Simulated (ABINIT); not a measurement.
Runs of ABINIT 10.8.3 (patched build) on Mo. The structure is cubic, space group Im-3m (No. 229). Conventional cell: a = 3.168 Å, b = 3.168 Å, c = 3.168 Å, α = 90.00°, β = 90.00°, γ = 90.00°. Mo (site symmetry m-3m) has 8 Mo at 2.74 Å as nearest neighbours. 

```csv
level,dispersion computed by,V0 of scaled cells (Å³/atom),B0 (GPa)
PBE,-,15.79,(a)
PW91,-,15.81,(b)
AM05,-,15.28,288
PW91+D4,dftd4 4.3.1,15.54,(c)
PBEsol+D4,dftd4 4.3.1,15.18,300
```

Alike in all rows: task equation of state; potentials or basis JTH PAW PBE v2.0; no spin polarisation; cell as given; k mesh 12 × 12 × 12; cutoff (eV) 408; smearing fermi-dirac 0.05 eV.

Problem. Estimate the missing entries.

Solution. (a) 263; (b) 262; (c) 273.

Caveats: pressures at fixed basis lie under the slope of the energies; the PAW data sets were made with another functional, which shifts forces and pressure a little (some runs).
